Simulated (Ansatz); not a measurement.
## Dielectric response of SrO (001) films

Wanted: ε of rocksalt SrO (001) by finite fields on slabs, and the band edges against the vacuum where run.

Calculated with Ansatz 0.2.0; plane-wave DFT, LDA, Ansatz PAW.

### Step 1. Set-up

The cell holds 6 atoms: 3 Sr and 3 O. Cell: a = 3.649 Å, b = 3.649 Å, c = 23.160 Å, α = 90.0°, β = 90.0°, γ = 90.0°. It derives from SrO (rocksalt SrO). Vacuum lies along c.

### Step 2. Relaxing the film, 6 atoms, units 3

The structure is relaxed first, because levels and dipoles at a surface follow the positions of the outer atoms.

Contents of input.yaml:

```yaml
crystal:
  lattice:
    - [3.64867099, 0.0, 0.0]
    - [0.0, 3.64867099, 0.0]
    - [0.0, 0.0, 23.16]
  atoms:
    - { symbol: Sr, position: [0.5, 0.5, 0.3886010363] }
    - { symbol: O, position: [0.0, 0.0, 0.3886010363] }
    - { symbol: Sr, position: [0.0, 0.0, 0.5] }
    - { symbol: O, position: [0.5, 0.5, 0.5] }
    - { symbol: Sr, position: [0.5, 0.5, 0.6113989637] }
    - { symbol: O, position: [0.0, 0.0, 0.6113989637] }
kpoints:
  mp_grid: { grid: [8, 8, 1] }
hamiltonian:
  xc: lda
scf:
  occupations: { method: fixed }
  convergence: { dr2_threshold: 1.0e-09 }
efield:
  axis: 3
  dipole_correction: true
  ramp_position: 0.97
  ramp_width: 0.06
relax:
  f_tol: 0.003
  max_steps: 100
output:
  write_potential: true
  write_density: true
  volumetric_format: npy
```

On the command line:

```
$ ansatz run input.yaml --threads 4 --pin off --max-ram 12288MiB --backend cpu --events-out ev --progress --plain --runs-dir out
```

Numbers of over 12 decimals in the logs are rounded to 6 here.

Log:

```text
Engine: ansatz 0.2.0, aarch64-unknown-linux-gnu
Pseudopotentials: kind: paw
Pseudopotential: Sr, paw, valence charge 10, recommended cutoff 420 eV (normal), Sr.paw.azcp
Pseudopotential: O, paw, valence charge 6, recommended cutoff 420 eV (normal), O.paw.azcp
Functional definition: SPW92
  exchange = slater_x
  correlation = pw_c
Crystal: 6 atoms, lattice volume = 308.324 Å³
Basis set: ecut = 420 eV, 6053 PW (Γ)
Bands: 30, of which v1, the nominal top of the filled ones, is band 24 counted from 1 (23 counted from 0)
Symmetry: 8 space group operations
k-points: 15 of 64
Non-local potential: Sr, projectors of the file, l = 0: 3, l = 1: 2, l = 2: 2
Non-local potential: O, projectors of the file, l = 0: 2, l = 1: 2, l = 2: 1
PAW form: soft (Blöchl's): semilocal exchange-correlation on the pseudo side does not see the compensation charge
PAW frozen core: Sr, regenerated for the run's functional, and the local potential with it (the file was generated under x = pbe(κ = 0.804, μ = 0.219515), c = pbe(β = 0.066725))
PAW frozen core: O, regenerated for the run's functional, and the local potential with it (the file was generated under x = pbe(κ = 0.804, μ = 0.219515), c = pbe(β = 0.066725))
PAW one-centre angular grid: Sr, 110 points (default); XC on 64 Gauss nodes
PAW one-centre angular grid: O, 110 points (default); XC on 64 Gauss nodes
Initial density: superposition of atomic densities (neutral atoms: chi_scale 0, normalization atom), corrected by the library's trained network
Initial wavefunctions: pseudopotential atomic-orbital guess
Functional: x = slater, c = lda
SCF iter   1: F=—  HF=-12007.170249 eV  |F-HF|=—  |Δ(HF+E_count)|=         —  Δρ=9.21e-3  dr2=2.75e-1  ethr=1.77e-3  p=-0.000 e·Å  D=-2.97e-14 V/Å  ΔV_dip=0.00 eV  dr2_dipole=9.66e-10  V_vac-E_F(+/−)=3.66/3.66 eV  ⟨swp⟩=6.5  Hψ=2395  notcnv=0  defer=51
efield: sawtooth ramp at fractional position 0.9700 (set: `efield.ramp_position`, or a place that a band, a saddle search or an elastic batch's reference lends), width 0.0600; the density the first Hamiltonian is built on has a dipole p = -0.000 e·Å; the dipole correction subtracts the counter field D = -2.97e-14 V/Å, which shifts the + side's vacuum level by +0.00 eV against the − side's; the planar-averaged density in the ramp window peaks in size at 2.8e-6 e/Å³
preconditioner: auto → Resta (q_TF=auto, 2.001 Å⁻¹)  ε∞=2.0  [insulator: Δε(μ)=2.352 eV  Ē_g=13.650 eV  n_scr=42 (ndim 8)  ℏωp=13.7 eV  f_vac=0.621  ε∞_Penn≈2.0  vacuum switching on, ρ_ref=1.4e-2 e/Å³]
SCF iter   2: F=—  HF=-12007.146432 eV  |F-HF|=—  |Δ(HF+E_count)|=   2.38e-2  Δρ=7.47e-3  dr2=1.32e-1  ethr=5.73e-4  p=0.000 e·Å  D=8.28e-6 V/Å  ΔV_dip=-0.00 eV  dr2_dipole=1.10e-9  V_vac-E_F(+/−)=4.23/4.23 eV  ⟨swp⟩=2.6  Hψ=823  notcnv=0  defer=54
density mixer auto → msr1: gapped (density of states about μ 0.02 of a free-electron gas's, 42 screened modes)
SCF iter   3: F=—  HF=-12007.117080 eV  |F-HF|=—  |Δ(HF+E_count)|=   2.94e-2  Δρ=1.23e-3  dr2=2.18e-3  ethr=2.74e-4  p=0.000 e·Å  D=3.34e-6 V/Å  ΔV_dip=-0.00 eV  dr2_dipole=2.31e-10  V_vac-E_F(+/−)=4.01/4.01 eV  ⟨swp⟩=2.1  Hψ=625  notcnv=0  defer=55
SCF iter   4: F=—  HF=-12007.116929 eV  |F-HF|=—  |Δ(HF+E_count)|=   1.51e-4  Δρ=5.46e-4  dr2=8.26e-4  ethr=4.54e-6  p=-0.000 e·Å  D=-6.84e-6 V/Å  ΔV_dip=0.00 eV  dr2_dipole=6.70e-10  V_vac-E_F(+/−)=4.08/4.08 eV  ⟨swp⟩=3.5  Hψ=755  notcnv=0  defer=60
SCF iter   5: F=—  HF=-12007.116784 eV  |F-HF|=—  |Δ(HF+E_count)|=   1.45e-4  Δρ=1.06e-4  dr2=3.51e-5  ethr=1.72e-6  p=-0.000 e·Å  D=-2.69e-6 V/Å  ΔV_dip=0.00 eV  dr2_dipole=1.17e-10  V_vac-E_F(+/−)=4.08/4.08 eV  ⟨swp⟩=2.7  Hψ=712  notcnv=0  defer=60
SCF iter   6: F=—  HF=-12007.116769 eV  |F-HF|=—  |Δ(HF+E_count)|=   1.45e-5  Δρ=2.90e-5  dr2=1.14e-6  ethr=7.32e-8  p=0.000 e·Å  D=1.91e-7 V/Å  ΔV_dip=-0.00 eV  dr2_dipole=5.22e-13  V_vac-E_F(+/−)=4.09/4.09 eV  ⟨swp⟩=2.0  Hψ=575  notcnv=0  defer=59
SCF iter   7: F=—  HF=-12007.116438 eV  |F-HF|=—  |Δ(HF+E_count)|=   3.31e-4  Δρ=3.39e-6  dr2=3.98e-8  ethr=2.38e-9  p=-0.000 e·Å  D=-2.22e-6 V/Å  ΔV_dip=0.00 eV  dr2_dipole=7.73e-11  V_vac-E_F(+/−)=4.09/4.09 eV  ⟨swp⟩=2.3  Hψ=721  notcnv=0  defer=57
SCF iter   8: F=—  HF=-12007.116438 eV  |F-HF|=—  |Δ(HF+E_count)|=   1.84e-8  Δρ=9.45e-7  dr2=2.43e-9  ethr=8.29e-11  p=0.000 e·Å  D=1.24e-6 V/Å  ΔV_dip=-0.00 eV  dr2_dipole=3.27e-11  V_vac-E_F(+/−)=4.09/4.09 eV  ⟨swp⟩=2.1  Hψ=729  notcnv=0  defer=57
SCF iter   9: F=—  HF=-12007.116438 eV  |F-HF|=—  |Δ(HF+E_count)|=  7.20e-10  Δρ=9.72e-7  dr2=2.89e-9  ethr=2.08e-12  p=-0.000 e·Å  D=-1.45e-6 V/Å  ΔV_dip=0.00 eV  dr2_dipole=5.27e-11  V_vac-E_F(+/−)=4.09/4.09 eV  ⟨swp⟩=9.3  Hψ=3047  notcnv=0
SCF iter  10: F=-12007.116438 eV  HF=-12007.116438 eV  |F-HF|=2.47e-10  |Δ(HF+E_count)|=  5.11e-10  Δρ=2.82e-7  dr2=2.71e-10  ethr=2.08e-12  p=-0.000 e·Å  D=-3.09e-7 V/Å  ΔV_dip=0.00 eV  dr2_dipole=5.21e-13  V_vac-E_F(+/−)=4.09/4.09 eV  ⟨swp⟩=7.5  Hψ=2975  notcnv=0
SCF 1 converged in 10 iterations: F = -12007.116438 eV  dr2 = 2.71e-10
  greatest PAW one-centre occupation: 0.987 electrons in one spin orbital (limit 2), on the Sr atom at site 2 (counted from 0), in its partial waves of l = 0
relax step   1: F+E_penalty+E_count = -12007.11643784 eV  Δ(F+E_penalty+E_count) = +0.000e0 eV  max|allowed force component| = 5.666e-1 eV/Å  Δτ_max = 0.0000 Å  (10 SCF iters, accepted)
Initial density: handed on by an earlier stage of this run
Initial wavefunctions: those handed on with the density
iter 1 solved again at ethr=1.82e-3 eV; its pass at ethr=3.10e-3 eV (dr2=8.73e-1 eV) is discarded
SCF iter   1: F=—  HF=-12007.455092 eV  |F-HF|=—  |Δ(HF+E_count)|=         —  Δρ=9.07e-3  dr2=8.80e-1  ethr=1.82e-3  p=-0.000 e·Å  D=-3.09e-7 V/Å  ΔV_dip=0.00 eV  dr2_dipole=1.44e-12  V_vac-E_F(+/−)=4.23/4.23 eV  ⟨swp⟩=1.0  Hψ=2123  notcnv=0  defer=37
efield: sawtooth ramp at fractional position 0.9700 (set: `efield.ramp_position`, or a place that a band, a saddle search or an elastic batch's reference lends), width 0.0600; the density the first Hamiltonian is built on has a dipole p = -0.000 e·Å; the dipole correction subtracts the counter field D = -3.09e-7 V/Å, which shifts the + side's vacuum level by +0.00 eV against the − side's; the planar-averaged density in the ramp window peaks in size at 2.6e-6 e/Å³
preconditioner: auto → Resta (q_TF=auto, 2.001 Å⁻¹)  ε∞=2.0  [insulator: Δε(μ)=3.090 eV  Ē_g=14.032 eV  n_scr=42 (ndim 8)  ℏωp=13.7 eV  f_vac=0.631  ε∞_Penn≈2.0  vacuum switching on, ρ_ref=1.4e-2 e/Å³]
[...]
SCF iter   8: F=—  HF=-12007.221004 eV  |F-HF|=—  |Δ(HF+E_count)|=   3.33e-4  Δρ=4.62e-6  dr2=5.53e-8  ethr=6.72e-10  p=0.000 e·Å  D=1.59e-7 V/Å  ΔV_dip=-0.00 eV  dr2_dipole=1.26e-14  V_vac-E_F(+/−)=4.06/4.06 eV  ⟨swp⟩=2.5  Hψ=845  notcnv=0  defer=41  κ⁻¹=1.9e-6(r=7)
SCF iter   9: F=—  HF=-12007.221004 eV  |F-HF|=—  |Δ(HF+E_count)|=   2.13e-8  Δρ=8.66e-7  dr2=1.11e-9  ethr=1.15e-10  p=0.000 e·Å  D=2.02e-7 V/Å  ΔV_dip=-0.00 eV  dr2_dipole=2.02e-14  V_vac-E_F(+/−)=4.06/4.06 eV  ⟨swp⟩=2.1  Hψ=719  notcnv=0  defer=41  κ⁻¹=2.8e-8(r=8)
SCF iter  10: F=-12007.221004 eV  HF=-12007.221004 eV  |F-HF|=5.28e-11  |Δ(HF+E_count)|=  6.06e-10  Δρ=3.11e-7  dr2=2.16e-10  ethr=2.08e-12  p=0.000 e·Å  D=1.40e-7 V/Å  ΔV_dip=-0.00 eV  dr2_dipole=9.51e-14  V_vac-E_F(+/−)=4.06/4.06 eV  ⟨swp⟩=8.5  Hψ=2921  notcnv=0
SCF 3 converged in 10 iterations: F = -12007.221004 eV  dr2 = 2.16e-10
relax step   3: F+E_penalty+E_count = -12007.22100444 eV  Δ(F+E_penalty+E_count) = -2.651e-2 eV  max|allowed force component| = 2.744e-1 eV/Å  Δτ_max = 0.0590 Å  (10 SCF iters, accepted)
[...]
relax step   4: F+E_penalty+E_count = -12007.22904623 eV  Δ(F+E_penalty+E_count) = -8.042e-3 eV  max|allowed force component| = 1.403e-2 eV/Å  Δτ_max = 0.0302 Å  (9 SCF iters, accepted)
SCF iter   1: F=—  HF=-12007.229440 eV  |F-HF|=—  |Δ(HF+E_count)|=         —  Δρ=1.17e-4  dr2=7.43e-5  ethr=5.99e-7  p=-0.000 e·Å  D=-4.66e-8 V/Å  ΔV_dip=0.00 eV  dr2_dipole=6.14e-14  V_vac-E_F(+/−)=3.98/3.98 eV  ⟨swp⟩=3.5  Hψ=1219  notcnv=0  defer=60
efield: sawtooth ramp at fractional position 0.9700 (set: `efield.ramp_position`, or a place that a band, a saddle search or an elastic batch's reference lends), width 0.0600; the density the first Hamiltonian is built on has a dipole p = -0.000 e·Å; the dipole correction subtracts the counter field D = -4.66e-8 V/Å, which shifts the + side's vacuum level by +0.00 eV against the − side's; the planar-averaged density in the ramp window peaks in size at 2.8e-6 e/Å³
preconditioner: auto → Resta (q_TF=auto, 2.001 Å⁻¹)  ε∞=2.0  [insulator: Δε(μ)=2.540 eV  Ē_g=13.672 eV  n_scr=42 (ndim 8)  ℏωp=13.7 eV  f_vac=0.630  ε∞_Penn≈2.0  vacuum switching on, ρ_ref=1.4e-2 e/Å³]
SCF iter   2: F=—  HF=-12007.229418 eV  |F-HF|=—  |Δ(HF+E_count)|=   2.15e-5  Δρ=4.87e-5  dr2=8.84e-6  ethr=1.55e-7  p=0.000 e·Å  D=3.27e-8 V/Å  ΔV_dip=-0.00 eV  dr2_dipole=3.58e-14  V_vac-E_F(+/−)=3.98/3.98 eV  ⟨swp⟩=2.0  Hψ=722  notcnv=0  defer=57  κ⁻¹=1.0e0(r=1)
density mixer auto → broyden: gapped, where msr1 would fit the directions that read negative (density of states about μ 0.02 of a free-electron gas's, 42 screened modes)
SCF iter   3: F=—  HF=-12007.229424 eV  |F-HF|=—  |Δ(HF+E_count)|=   5.18e-6  Δρ=3.28e-5  dr2=3.20e-6  ethr=1.84e-8  p=-0.000 e·Å  D=-1.65e-8 V/Å  ΔV_dip=0.00 eV  dr2_dipole=3.13e-14  V_vac-E_F(+/−)=3.98/3.98 eV  ⟨swp⟩=2.0  Hψ=641  notcnv=0  defer=50  κ⁻¹=1.4e-1(r=2)
SCF iter   4: F=—  HF=-12007.229085 eV  |F-HF|=—  |Δ(HF+E_count)|=   3.39e-4  Δρ=1.19e-5  dr2=6.07e-7  ethr=6.67e-9  p=0.000 e·Å  D=2.48e-8 V/Å  ΔV_dip=-0.00 eV  dr2_dipole=1.97e-15  V_vac-E_F(+/−)=3.98/3.98 eV  ⟨swp⟩=2.0  Hψ=648  notcnv=0  defer=30  κ⁻¹=1.3e-2(r=3)
SCF iter   5: F=—  HF=-12007.229085 eV  |F-HF|=—  |Δ(HF+E_count)|=   3.36e-9  Δρ=2.88e-6  dr2=2.48e-8  ethr=1.27e-9  p=0.000 e·Å  D=5.72e-8 V/Å  ΔV_dip=-0.00 eV  dr2_dipole=1.64e-14  V_vac-E_F(+/−)=3.97/3.97 eV  ⟨swp⟩=2.0  Hψ=601  notcnv=0  defer=30  κ⁻¹=4.3e-4(r=4)
SCF iter   6: F=—  HF=-12007.229085 eV  |F-HF|=—  |Δ(HF+E_count)|=   8.63e-9  Δρ=1.46e-6  dr2=7.19e-9  ethr=5.16e-11  p=0.000 e·Å  D=4.21e-9 V/Å  ΔV_dip=-0.00 eV  dr2_dipole=8.49e-15  V_vac-E_F(+/−)=3.97/3.97 eV  ⟨swp⟩=2.0  Hψ=708  notcnv=0  defer=30  κ⁻¹=3.2e-4(r=5)
SCF iter   7: F=-12007.229085 eV  HF=-12007.229085 eV  |F-HF|=1.98e-10  |Δ(HF+E_count)|=  1.22e-10  Δρ=4.68e-7  dr2=4.26e-10  ethr=2.08e-12  p=0.000 e·Å  D=1.45e-8 V/Å  ΔV_dip=-0.00 eV  dr2_dipole=5.24e-14  V_vac-E_F(+/−)=3.97/3.97 eV  ⟨swp⟩=7.0  Hψ=3058  notcnv=0
SCF 5 converged in 7 iterations: F = -12007.229085 eV  dr2 = 4.26e-10
relax step   5: F+E_penalty+E_count = -12007.22908502 eV  Δ(F+E_penalty+E_count) = -3.879e-5 eV  max|allowed force component| = 9.051e-5 eV/Å  Δτ_max = 0.0025 Å  (7 SCF iters, accepted)
NSCF: frozen V_eff on 15 k-points
the band table was solved once a step of the walk had ended and its energy, with any forces and stress, was formed, with the checks that follow a solve (3087 applications of the Hamiltonian). They found nothing against the state; the energy, forces and stress were not computed again (output.eigenvalues in the input reference)
WARN: The output density's exchange-correlation potential varies sharply where the density is thin. Do not read a vacuum level from v_tot or v_xc, or from such a field of the output density. On a cell that repeats whose density bears no net charge and no dipole along the vacuum's axis use v_es (v_loc + v_h of the components); under efield.dipole_correction with no amplitude use v_es + v_field, which holds any externa [...]
SCF converged after 7 iterations
Stability not checked: this state was not tested for a lower state beside it, because the mixer in use, unlike msr1, does not test its closes by its own steps (another_mixer; see scf.mixing.algorithm and scf.lower_state_search)
Free energy (F): -12007.229085 eV
Harris-Foulkes:  -12007.229085 eV  (|F-HF|=1.98e-10)
Internal energy: -12007.229085 eV  (E = F + TS)
E sigma→0 (E₀):  -12007.229085 eV
Fermi energy:    -0.090082 eV
Dipole field:    D = 0.000000 V/Å  (p = 0.000000 e·Å, saw-weighted, corrected)
Work function:   Φ+ = 3.9740 eV   Φ− = 3.9740 eV
Levels:          The Fermi level and band energies are counted from a zero that moves with the ramp; work functions are not
--- Per-component energies (eV) ---
  E_band       = -565.081239
  E_kinetic    = 1261.461166
  E_local      = -31685.997793  (includes V_loc(G=0)·N_el)
  E_nonlocal   = 767.979096
  E_hartree    = 15050.105084
  E_xc         = -735.945968
  E_vxc        = -769.951818  (∫ρ·V_xc dr)
  E_paw        = -8231.200376  (= ΣΔE_a)
  E_vpaw       = -238.789029  (= ΣTr[D̂ρ^β])
  E_aug_tail   = 0.007378  (compensation charges beyond the density's cutoff)
  E_efield     = 0.000000  (sawtooth field / dipole correction)
  E_vefield    = 0.000000  (∫n·V_field dr)
  E_ewald      = 11565.189158
  E_core_change = 1.173171  (= ΣΔE_core)
  E_smearing   = -0.000000  (= −TS)
  E_closure    = -0.000000  (closes the sum)
  Σ components = -12007.229085   (vs F -12007.229085, Δ=0.00e0)
--- Forces (eV/Å), atoms counted from 1 ---
  atom   1  Sr     0.00000000     0.00000000     0.00008934
  atom   2  O     -0.00000000     0.00000000     0.00008818
  atom   3  Sr     0.00000000     0.00000000     0.00000119
  atom   4  O     -0.00000000     0.00000000    -0.00000092
  atom   5  Sr    -0.00000000     0.00000000    -0.00009054
  atom   6  O      0.00000000     0.00000000    -0.00008740
  max |Σ_I F_I| component: 1.59e-7 eV/Å
--- Band table (eV; the first three rows and the last of 15) ---
  k-point 0: bands = [... 20 lower, -0.2536, -0.2536, -0.1541, -0.1541, 2.4566, 2.8240, 3.0608, 3.9253, ... 2 higher]
  k-point 1: bands = [... 20 lower, -0.4880, -0.4140, -0.3674, -0.3170, 2.6815, 2.9907, 3.4776, 4.1319, ... 2 higher]
  k-point 2: bands = [... 20 lower, -0.9965, -0.7726, -0.6774, -0.4276, 3.2252, 3.4581, 4.5413, 4.6849, ... 2 higher]
  k-point 14: bands = [... 20 lower, -0.5717, -0.3517, -0.3517, -0.0901, 3.6069, 3.6069, 5.1269, 5.1269, ... 2 higher]
--- Relaxed structure (5 steps of the walk, 5 accepted, 0 SCFs on fresh bases) ---
  F+E_penalty+E_count = -12007.22908502 eV   max|allowed force component| = 9.051e-5 eV/Å
  atoms:
    - { symbol: Sr, position: [0.5, 0.5, 0.393188] }
    - { symbol: O, position: [0, 0.0, 0.395156] }
    - { symbol: Sr, position: [0, 0.0, 0.500000] }
    - { symbol: O, position: [0.5, 0.5, 0.500000] }
    - { symbol: Sr, position: [0.5, 0.5, 0.606812] }
    - { symbol: O, position: [0, 0.0, 0.604844] }
```

Wall time 15 s (4 threads of Arm Neoverse V1, shared host); peak memory 0.52 GiB.

Relaxation path:

```tsv
step	energy less that of the first step (eV)	largest force component (eV/Å)
1	0.0000	0.5666
2	-0.0781	0.5237
3	-0.1046	0.2744
4	-0.1126	0.0140
5	-0.1126	0.0001
```

Forces are held to the 8 operations that the run works with; a distortion that breaks them can't arise in this run.

The atoms that moved most (Å):

```tsv
atom	dx	dy	dz	length
O6	0.000	0.000	-0.152	0.152
O2	0.000	0.000	0.152	0.152
Sr1	0.000	0.000	0.106	0.106
Sr5	0.000	0.000	-0.106	0.106
```

Final coordinates:

```cif
data_structure
_symmetry_space_group_name_H-M 'P 1'
_symmetry_Int_Tables_number 1
_cell_length_a 3.6487
_cell_length_b 3.6487
_cell_length_c 23.1600
_cell_angle_alpha 90.000
_cell_angle_beta 90.000
_cell_angle_gamma 90.000
_cell_volume 308.32
loop_
_atom_site_label
_atom_site_type_symbol
_atom_site_fract_x
_atom_site_fract_y
_atom_site_fract_z
_atom_site_occupancy
Sr1 Sr 0.50000 0.50000 0.39319 1
O2 O 0.00000 0.00000 0.39516 1
Sr3 Sr 0.00000 0.00000 0.50000 1
O4 O 0.50000 0.50000 0.50000 1
Sr5 Sr 0.50000 0.50000 0.60681 1
O6 O 0.00000 0.00000 0.60484 1
```

Numbers from this step:

* gap on the k-mesh: 2.547 eV
* dipole along the normal: 4.47e-7 e·Å
* ionisation energy, upper face: 3.974 eV
* electron affinity, upper face: 1.427 eV

Running mean over 2.58 Å of the planar mean; the ramp of the sawtooth is left out. The electron's electrostatic potential energy less the highest filled level by z:

z (Å), electron's electrostatic potential energy less the highest filled level (eV) and a bar from the least value:
```
        3       3.97 ##############################
        4       3.97 ##############################
        5       3.97 ##############################
        6       3.93 ##############################
        7       3.47 #############################
        8      -2.24 ############
        9      -5.39 ###
       10      -6.15 #
       11      -5.71 ##
       12      -5.58 ##
       13      -6.34 
       14      -5.46 ###
       15      -3.37 #########
       16       3.17 ############################
       17       3.91 ##############################
       18       3.97 ##############################
       19       3.97 ##############################
       20       3.97 ##############################
```

The relaxation took 5 steps and lowered the energy by 0.11 eV; the largest force on the free atoms ends at 9.1e-5 eV/Å.

The gap is 2.55 eV, with the valence edge 3.97 eV and the conduction edge 1.43 eV under the upper vacuum level.

### Step 3. The relaxed film, single point, 6 atoms, units 3

The film was relaxed beforehand; a single point on the relaxed positions gives its levels and potential.

input.yaml, the sections that differ from step 2:

```yaml
crystal:
  lattice:
    - [3.64867099, 0.0, 0.0]
    - [0.0, 3.64867099, 0.0]
    - [0.0, 0.0, 23.16]
  atoms:
    - { symbol: Sr, position: [0.5, 0.5, 0.393188395] }
    - { symbol: O, position: [0.0, 0.0, 0.3951562051] }
    - { symbol: Sr, position: [0.0, 0.0, 0.4999999973] }
    - { symbol: O, position: [0.5, 0.5, 0.500000001] }
    - { symbol: Sr, position: [0.5, 0.5, 0.6068116122] }
    - { symbol: O, position: [0.0, 0.0, 0.6048437894] }
output:
  eigenvalues: true
  write_potential: true
  write_density: true
  volumetric_format: npy
# kpoints, hamiltonian, scf, efield: as in step 2
# relax: removed
```

Log:

```text
[...]
Crystal: 6 atoms, lattice volume = 308.324 Å³
Basis set: ecut = 420 eV, 6053 PW (Γ)
Bands: 30, of which v1, the nominal top of the filled ones, is band 24 counted from 1 (23 counted from 0)
Symmetry: 8 space group operations
k-points: 15 of 64
[...]
SCF iter   1: F=—  HF=-12007.280154 eV  |F-HF|=—  |Δ(HF+E_count)|=         —  Δρ=9.00e-3  dr2=2.58e-1  ethr=1.77e-3  p=0.000 e·Å  D=4.21e-8 V/Å  ΔV_dip=-0.00 eV  dr2_dipole=2.10e-9  V_vac-E_F(+/−)=3.61/3.61 eV  ⟨swp⟩=6.3  Hψ=2206  notcnv=0  defer=50
[...]
SCF iter   9: F=-12007.229085 eV  HF=-12007.229085 eV  |F-HF|=5.53e-10  |Δ(HF+E_count)|=  2.36e-11  Δρ=2.48e-7  dr2=4.62e-10  ethr=2.08e-12  p=-0.000 e·Å  D=-2.84e-6 V/Å  ΔV_dip=0.00 eV  dr2_dipole=1.40e-10  V_vac-E_F(+/−)=3.97/3.97 eV  ⟨swp⟩=16.8  Hψ=2719  notcnv=0
SCF 1 converged in 9 iterations: F = -12007.229085 eV  dr2 = 4.62e-10
[...]
SCF converged after 9 iterations
Free energy (F): -12007.229085 eV
[...]
Internal energy: -12007.229085 eV  (E = F + TS)
E sigma→0 (E₀):  -12007.229085 eV
Fermi energy:    -0.090068 eV
Dipole field:    D = 0.000010 V/Å  (p = 0.000017 e·Å, saw-weighted, corrected)
Work function:   Φ+ = 3.9739 eV   Φ− = 3.9741 eV
[...]
--- Band table (eV; the first three rows and the last of 15) ---
  k-point 0: bands = [... 20 lower, -0.2536, -0.2536, -0.1541, -0.1541, 2.4565, 2.8240, 3.0608, 3.9253, ... 2 higher]
  k-point 1: bands = [... 20 lower, -0.4880, -0.4139, -0.3674, -0.3170, 2.6815, 2.9907, 3.4776, 4.1319, ... 2 higher]
  k-point 2: bands = [... 20 lower, -0.9965, -0.7726, -0.6774, -0.4275, 3.2252, 3.4581, 4.5414, 4.6849, ... 2 higher]
  k-point 14: bands = [... 20 lower, -0.5717, -0.3517, -0.3517, -0.0901, 3.6069, 3.6069, 5.1269, 5.1269, ... 2 higher]
```

Elapsed: 4.4 s, on 4 threads; peak memory 0.55 GiB.

Numbers from this step:

```
dipole along the normal : 1.70e-5 e·Å
```

Running mean over 2.58 Å of the planar mean; the ramp of the sawtooth is left out. Table of electron's electrostatic potential energy less the highest filled level by z:

```tsv
z (Å)	electron's electrostatic potential energy less the highest filled level (eV)
3.0	3.97
3.5	3.97
4.0	3.97
4.5	3.97
5.0	3.97
5.5	3.96
6.0	3.93
6.5	3.84
7.0	3.47
7.5	1.70
8.0	-2.24
8.5	-4.82
9.0	-5.39
9.5	-5.59
10.0	-6.15
10.5	-6.35
11.0	-5.71
11.5	-5.50
12.0	-5.58
12.5	-6.18
13.0	-6.34
13.5	-5.71
14.0	-5.46
14.5	-5.11
15.0	-3.37
15.5	0.563
16.0	3.17
16.5	3.77
17.0	3.91
17.5	3.96
18.0	3.97
18.5	3.97
19.0	3.97
19.5	3.97
20.0	3.97
```

The gap is 2.55 eV, with the valence edge 3.97 eV and the conduction edge 1.43 eV under the upper vacuum level.

(Part 1 of 4 ends here.)

[Logs are printed without paths, hosts, clocks, repeated set-up lines and the standing remarks that a program may print on its own settings, such as how far it seeks lower states.]

[Hosts, paths, dates, database ids (printed as entryN), source tags and the programs' standing remarks are cut or masked in the printed files.]

[Maps of the electrostatic potential energy from Ansatz leave out the sawtooth potential of an applied field or a dipole correction, so their vacuum need not be flat; planar profiles and work functions include it.]
